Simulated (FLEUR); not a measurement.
SnO:

```xyz
4
Lattice="3.8137 0.0000 0.0000 0.0000 3.8137 0.0000 0.0000 0.0000 4.8869" Properties=species:S:1:pos:R:3 pbc="T T T"
Sn    1.9068    0.0000    3.7367
Sn    0.0000    1.9068    1.1503
O     0.0000    0.0000    0.0000
O     1.9068    1.9068    0.0000
```

The cell is a database's computed one.

Base run:

- Program: FLEUR MaX-R8.1 (later development tree)
- Functional: LDA
- Potentials or basis: all-electron
- Basis: FLAPW
- Kmax: 4.42 1/bohr
- k mesh: 7 × 7 × 6
- Occupations: fermi-dirac, width 0.05 eV
- Spin: no spin polarisation

Its results: band gap on the k mesh 0.46 eV, indirect (least direct gap 2.01 eV).

Question: The run is repeated on the same cell with these changes: functional from LDA to PBE. What comes out?

Answer: Band gap on the k mesh 0.37 eV, indirect (least direct gap 2.07 eV).

Caveats: spin-orbit coupling is left out, which moves the levels of the heavy elements; the mesh misses the band edges, which the band path finds closer together.

Not every run made on this cell is shown here.
